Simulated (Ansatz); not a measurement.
# Pressure against volume: BP

```xyz
2
Lattice="0.0000 2.1598 2.1598 2.1598 0.0000 2.1598 2.1598 2.1598 0.0000" Properties=species:S:1:pos:R:3 pbc="T T T"
B     0.0000    0.0000    0.0000
P     2.1598    2.1598    2.1598
```

The cell was built from the rocksalt type and relaxed in the same program, and has space group Fm-3m; it needn't be a known or the stable phase.

Levels of theory: DFT, PBE, all-electron LAPW, scalar-relativistic (Ansatz 0.2.0); DFT, PBE, PAW with Ansatz's default frozen-core files, scalar-relativistic (Ansatz 0.2.0).

For LAPW: a Γ-centred 16×16×16 k mesh, Fermi–Dirac smearing of 0.05 eV, basis error target 0.5 meV/atom, no spin polarisation. PAW takes a cutoff of 420 eV at this cell. The Ansatz runs share mesh, smearing and spin set-up. Plane-wave (PAW) pressures include the program's estimate of the Pulay term.

The cell above is scaled evenly, with fractional coordinates and shape held.

| V/V(cell) | V (Å³/atom) | P, LAPW (GPa) | P, PAW (GPa) | free energy over the lowest listed, PAW (meV/atom) |
| --- | --- | --- | --- | --- |
| 0.9405 | 9.475 | 11.37 | 11.32 | 20.1 |
| 0.9700 | 9.773 | 5.33 | 5.28 | 4.9 |
| 1.0000 | 10.075 | 0.04 | 0.00 | 0.0 |
| 1.0300 | 10.377 | -4.48 | -4.52 | 4.4 |
| 1.0600 | 10.679 | ? | ? | ? |

Question: Fill in the row V/V(cell) = 1.0600.

Answer: P, LAPW (GPa) = -8.36, P, PAW (GPa) = -8.39, free energy over the lowest listed, PAW (meV/atom) = 16.6.

Question: What do Birch–Murnaghan fits to the pressures give?

Answer: LAPW: V0 = 10.08 Å³/atom, B0 = 163 GPa, B0′ = 4.1; PAW: V0 = 10.08 Å³/atom, B0 = 163 GPa, B0′ = 4.1.

PAW's V0 lies -0.02 % from the all-electron value and its B0 0.0 %. Symmetry fixes shape and coordinates here, so this is the relaxed modulus.
